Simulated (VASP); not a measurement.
# Si (P6/mmm) in VASP: notebook

One crystal, Si, is run at these levels: PBE; tasks: electric field gradients, core levels.

Everything below comes from runs of VASP 6.6.1. Logs are shortened: lines on timing, memory, paths and dates and some standing lists are left out, and cuts for length are marked.

## Step 1: Starting point

It takes space group P6/mmm (No. 191, hexagonal). The conventional cell has a = 2.621 Å, b = 2.621 Å, c = 2.466 Å, α = 90.00°, β = 90.00°, γ = 120.00°. Si (site symmetry 6/mmm) is surrounded by 8 Si at 2.47 to 2.62 Å.

This isn't the form of Si at room conditions, which is diamond.

## Step 2: Electric field gradients, PBE

Input file INCAR:

```
PREC = Accurate
ENCUT = 520
EDIFF = 1E-8
ISMEAR = 0
SIGMA = 0.02
LREAL = False
LASPH = True
NELM = 80
ALGO = Fast
ISIF = 2
LWAVE = False
LCHARG = False
GGA = PE
LEFG = True
```

Input file KPOINTS:

```
Automatic mesh
0
Gamma
  12 12 11
```

Input file POSCAR:

```
Si
1.0
    2.6205428149      0.0000000000      0.0000000000
   -1.3102714075      2.2694566494      0.0000000000
    0.0000000000      0.0000000000      2.4663543900
Si
1
Direct
    0.0000000000      0.0000000000      0.0000000000
```

Potentials or basis: VASP PAW PBE potentials, release 64 (Si).

Run with:

```console
> cat potpaw_PBE.64/Si/POTCAR > POTCAR
> mpirun -np 1 vasp_std > vasp.out
```

OUTCAR:

```text
PREC = Accurate
   ENCUT = 520
   EDIFF = 1E-8
   ISMEAR = 0
   LREAL = False
   LASPH = True
   NELM = 80
   ISIF = 2
   GGA = PE

 ion  position               nearest neighbor table
   1  0.000  0.000  0.000-

  LATTYP: Found a hexagonal cell.
 ALAT       =     2.6205428149
 C/A-ratio  =     0.9411616463

  Lattice vectors:

 A1 = (   2.6205428149,   0.0000000000,   0.0000000000)
 A2 = (  -1.3102714075,   2.2694566494,   0.0000000000)
 A3 = (   0.0000000000,   0.0000000000,   2.4663543900)

Analysis of symmetry for initial positions (statically):
=====================================================================
 Subroutine PRICEL returns:
 Original cell was already a primitive cell.

 Routine SETGRP: Setting up the symmetry group for a
 hexagonal supercell.

 Subroutine GETGRP returns: Found 24 space group operations
 (whereof 24 operations were pure point group operations)
 out of a pool of 24 trial point group operations.

The static configuration has the point symmetry D_6h.

Analysis of symmetry for dynamics (positions and initial velocities):
=====================================================================
 Subroutine PRICEL returns:
 Original cell was already a primitive cell.

 Routine SETGRP: Setting up the symmetry group for a
 hexagonal supercell.

 Subroutine GETGRP returns: Found 24 space group operations
 (whereof 24 operations were pure point group operations)
 out of a pool of 24 trial point group operations.

The dynamic configuration has the point symmetry D_6h.

 Subroutine INISYM returns: Found 24 space group operations
 (whereof 24 operations are pure point group operations),
 and found     1 'primitive' translations

----------------------------------------------------------------------------------------

                                     Primitive cell

  volume of cell :      14.6679

  direct lattice vectors                    reciprocal lattice vectors
     2.620542815  0.000000000  0.000000000     0.381600329  0.220317053  0.000000000
    -1.310271407  2.269456649  0.000000000     0.000000000  0.440634105  0.000000000
     0.000000000  0.000000000  2.466354390     0.000000000  0.000000000  0.405456736

  length of vectors
     2.620542815  2.620542815  2.466354390     0.440634105  0.440634105  0.405456736

  position of ions in fractional coordinates (direct lattice)
     0.000000000  0.000000000  0.000000000

  ion indices of the primitive-cell ions
   primitive index   ion index
                 1           1

----------------------------------------------------------------------------------------

 KPOINTS: Automatic mesh

Automatic generation of k-mesh.
 Grid dimensions read from file:
 generate k-points for:   12   12   11

 Generating k-lattice:

  Cartesian coordinates                     Fractional coordinates (reciprocal lattice)
     0.031800027  0.018359754  0.000000000     0.083333333  0.000000000  0.000000000
     0.000000000  0.036719509  0.000000000     0.000000000  0.083333333  0.000000000
     0.000000000  0.000000000  0.036859703     0.000000000  0.000000000  0.090909091

  Length of vectors
     0.036719509  0.036719509  0.036859703

  Shift w.r.t. Gamma in fractional coordinates (k-lattice)
     0.000000000  0.000000000  0.000000000

 Subroutine IBZKPT returns following result:
 ===========================================

 Found    114 irreducible k-points:

 Following reciprocal coordinates:
            Coordinates               Weight
  0.000000  0.000000  0.000000      1.000000
  0.083333  0.000000  0.000000      6.000000
  0.166667  0.000000  0.000000      6.000000
  0.250000  0.000000  0.000000      6.000000
  0.333333  0.000000  0.000000      6.000000
  0.416667  0.000000  0.000000      6.000000
[... 16 lines left out ...]
  0.250000  0.000000  0.090909     12.000000
  0.333333  0.000000  0.090909     12.000000
 [... further k-points ...]
   k-points           NKPTS =    114   k-points in BZ     NKDIM =    114   number of bands    NBANDS=      6
   number of dos      NEDOS =    301   number of ions     NIONS =      1
   total plane-waves  NPLWV =   7200
   dimension x,y,z NGX =    20 NGY =   20 NGZ =   18
   dimension x,y,z NGXF=    40 NGYF=   40 NGZF=   36
   ions per type =               1
   NGX,Y,Z   is equivalent  to a cutoff of  12.69, 12.69, 12.13 a.u.
   NGXF,Y,Z  is equivalent  to a cutoff of  25.38, 25.38, 24.27 a.u.
 SYSTEM =  unknown system
   PREC   = accura    normal or accurate (medium, high low for compatibility)
   ISTART =      0    job   : 0-new  1-cont  2-samecut
   ICHARG =      2    charge: 1-file 2-atom 10-const
   ISPIN  =      1    spin polarized calculation?
   LNONCOLLINEAR =      F non collinear calculations
   LSORBIT =      F    spin-orbit coupling
   LASPH  =      T    aspherical Exc in radial PAW
   ENCUT  =  520.0 eV  38.22 Ry    6.18 a.u.   4.87  4.87  4.59*2*pi/ulx,y,z
   NELM   =     80;   NELMIN=  2; NELMDL= -5     # of ELM steps
   EDIFF  = 0.1E-07   stopping-criterion for ELM
   LREAL  =      F    real-space projection
   EDIFFG = 0.1E-06   stopping-criterion for IOM
   NSW    =      0    number of steps for IOM
   IBRION =     -1    ionic relax: 0-MD 1-quasi-New 2-CG
   NFREE  =      0    steps in history (QN), initial steepest desc. (CG)
   ISIF   =      2    stress and relaxation
   ISYM   =      2    0-nonsym 1-usesym 2-fastsym
   POTIM  = 0.5000    time-step for ionic-motion
   TEBEG  =    0.0;   TEEND  =   0.0 temperature during run
   PSTRESS=    0.0 pullay stress
   NELECT =       4.0000    total number of electrons
   NUPDOWN=      -1.0000    fix difference up-down
   EMIN   =  10.00;   EMAX   =-10.00  energy-range for DOS
   EFERMI =   0.00;   METHOD = LEGACY
   ISMEAR =     0;   SIGMA  =   0.02  broadening in eV -4-tet -1-fermi 0-gaus
   EFERMI_NEDOS =   21; number of points for ismear=-14 and -15
   IALGO  =     68    algorithm
   IMIX   =      4    mixing-type and parameters
     AMIX     =   0.40;   BMIX     =  1.00
     AMIX_MAG =   1.60;   BMIX_MAG =  1.00
  volume/ion in A,a.u.               =      14.67        98.98
  Fermi-wavevector in a.u.,A,eV,Ry     =   1.061627  2.006184 15.334472  1.127052
  Thomas-Fermi vector in A             =   2.197050
   LORBIT       =      0    0 simple, 1 ext, 2 COOP (PROOUT), +10 PAW based schemes
   GGA     = PE    functional components
   LHFCALC =     F    Hartree Fock is set to
   AEXX    =    0.0000 exact exchange contribution
   IVDW    =     0    specifies the selected vdW correction
   LEPSILON=     F    determine dielectric tensor
   LRPA    =     F    only Hartree local field effects (RPA)
 non-spin polarized calculation
 RMM-DIIS sequential band-by-band and
 Gauss-broadening in eV      SIGMA  =   0.02
  energy-cutoff  :      520.00
  volume of cell :       14.67
 maximum number of plane-waves:       408
 NGX is ok and might be reduce to    20
   NGX =  9   NGY =  9   NGZ =  9

 number of electron       4.0000000 magnetization

 Free energy of the ion-electron system (eV)
  ---------------------------------------------------
  ext. energy  EPLUGINS =         0.00000000
  ---------------------------------------------------
  free energy    TOTEN  =        -5.11799695 eV

  energy without entropy =       -5.11782691  energy(sigma->0) =       -5.11791193

 E-fermi :   9.6522     XC(G=0): -11.0682

 val. band max:        9.6507127793   @ k =   0.3333   0.2500   0.4545
 cond. band min:       9.7101968985   @ k =   0.4167   0.1667   0.0000
 fundamental gap:      0.0594841192
 Fermi energy:         9.6521923374

 k-point     1 :       0.0000    0.0000    0.0000
  band No.  band energies     occupation
      1      -4.4458      2.00000
      2      17.1957      0.00000
      3      17.7033      0.00000
      4      20.0714      0.00000
      5      20.0714      0.00000
      6      21.9743      0.00000

 k-point     2 :       0.0833    0.0000    0.0000
  band No.  band energies     occupation
      1      -4.2507      2.00000
      2      16.3900      0.00000
      3      17.8670      0.00000
      4      18.9398      0.00000
      5      18.9510      0.00000
      6      22.0296      0.00000
[... 181 lines left out ...]
 k-point    23 :       0.2500    0.0000    0.0909
  band No.  band energies     occupation
      1      -2.5062      2.00000
      2      10.7706      0.00000
      3      15.7319      0.00000
      4      16.5159      0.00000
      5      19.1711      0.00000
      6      24.7820      0.00000

 k-point    24 :       0.3333    0.0000    0.0909
  band No.  band energies     occupation
      1      -1.1622      2.00000
      2       7.8205      2.00000
      3      15.6848      0.00000
      4      16.0582      0.00000
      5      19.1401      0.00000
      6      25.9222      0.00000

 [... further k-points ...]
[... 5 lines left out ...]
  --------------------------------------------------------------------------------------
  -------------------------------------------------------------------------------------
  Total        0.1156680      0.1156680      0.5961956     -0.0000000     -0.0000000      0.0000000
  in kB       12.6344176     12.6344176     65.1224471     -0.0000000     -0.0000000      0.0000000
  external PRESSURE =      30.1304274 kB  Pullay stress =       0.0000000 kB

 VOLUME and BASIS-vectors are now :
 -----------------------------------------------------------------------------
  energy-cutoff  :      520.00
  volume of cell :       14.67
      direct lattice vectors                 reciprocal lattice vectors
     2.620542815  0.000000000  0.000000000     0.381600329  0.220317053  0.000000000
    -1.310271407  2.269456649  0.000000000     0.000000000  0.440634105  0.000000000
     0.000000000  0.000000000  2.466354390     0.000000000  0.000000000  0.405456736

 POSITION                                       TOTAL-FORCE (eV/Angst)
 -----------------------------------------------------------------------------------
      0.00000      0.00000      0.00000        -0.000000      0.000000      0.000000
 -----------------------------------------------------------------------------------
    total drift:                               -0.000000      0.000000      0.000000

  FREE ENERGIE OF THE ION-ELECTRON SYSTEM (eV)
  ---------------------------------------------------
  free  energy   TOTEN  =        -5.1179969547 eV

  energy  without entropy=       -5.1178269118  energy(sigma->0) =       -5.11791193

 Electric field gradients (V/A^2)
---------------------------------------------------------------------
 ion       V_xx      V_yy      V_zz      V_xy      V_xz      V_yz
---------------------------------------------------------------------
   1      16.442    16.442   -32.883    -0.000     0.000     0.000
---------------------------------------------------------------------

 Electric field gradients after diagonalization (V/A^2)
 (convention: |V_zz| > |V_xx| > |V_yy|)
----------------------------------------------------------------------
 ion       V_xx      V_yy      V_zz     asymmetry (V_yy - V_xx)/ V_zz
----------------------------------------------------------------------
   1      16.442    16.442   -32.883       0.000
----------------------------------------------------------------------

           NMR quadrupolar parameters

 Cq : quadrupolar parameter    Cq=e*Q*V_zz/h
 eta: asymmetry parameters     (V_yy - V_xx)/ V_zz
 Q  : nuclear electric quadrupole moment in mb (millibarn)
----------------------------------------------------------------------
 ion       Cq(MHz)       eta       Q (mb)
----------------------------------------------------------------------
   1      -0.080       0.000       1.000
----------------------------------------------------------------------
```

Run time: 5.2 s. Hardware: 1 thread of Intel Xeon Platinum 8559C (Emerald Rapids), shared host; peak memory 0.12 GiB.

What came out:

- Free energy: -5.1180 eV
- Pressure: 3.0 GPa
- Band gap on the k mesh: none (metal or under the smearing width)

Stress tensor (GPa, compression positive):
```
1.26 0.00 0.00
0.00 1.26 0.00
0.00 0.00 6.51
```

Electric field gradients, principal values (V/Å²):
| atom | Vxx | Vyy | Vzz |
| --- | --- | --- | --- |
| 1 Si | 16.442 | 16.442 | -32.883 |

[end of part 1 of 2]
